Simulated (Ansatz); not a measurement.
# Ge: the cost of one run

Computed with Ansatz 0.2.0 (DFT PBE, scalar-relativistic, plane waves, PAW, unless a step's input says otherwise).

## (1) The structure to begin with

Symmetry: Fd-3m, No. 227, cubic system. Conventional cell: a = 5.675 Å, b = 5.675 Å, c = 5.675 Å, α = 90.00°, β = 90.00°, γ = 90.00°. Ge (site symmetry -43m) has 4 Ge at 2.46 Å as nearest neighbours.

Structure file:

```xyz
2
Lattice="0.0000 2.8374 2.8374 2.8374 0.0000 2.8374 2.8374 2.8374 0.0000" Properties=species:S:1:pos:R:3 pbc="T T T"
Ge    2.8374    2.8374    2.8374
Ge    4.2561    4.2561    4.2561
```

This is candidate A: structure listed in a database for this formula (Fd-3m, No. 227).

(A quick probe on a coarse mesh, which set the mesh and smearing, is not shown.)

## (3) Relaxing cell and atoms (candidate A)

File input.yaml:

```yaml
crystal:
  lattice:
    - [0.0, 2.8374271074, 2.8374271074]
    - [2.8374271074, 0.0, 2.8374271074]
    - [2.8374271074, 2.8374271074, 0.0]
  atoms:
    - { symbol: Ge, position: [0.5, 0.5, 0.5] }
    - { symbol: Ge, position: [0.75, 0.75, 0.75] }
basis:
  ecutwfc: 420
kpoints:
  mp_grid: { grid: [16, 16, 16] }
hamiltonian:
  xc: pbe
scf:
  occupations: { method: gaussian, width: 0.1 }
output:
  forces: true
  stress: true
  eigenvalues: true
relax:
  adjacent_minimum: "off"
  f_tol: 0.01
  max_steps: 80
  cell: { stress_tol: 0.05 }
```

**Question.** How long does this run take on 1 thread of an x86-64 CPU, shared host, and how much memory does it need?

About 32 s, with a peak of 0.49 GiB.
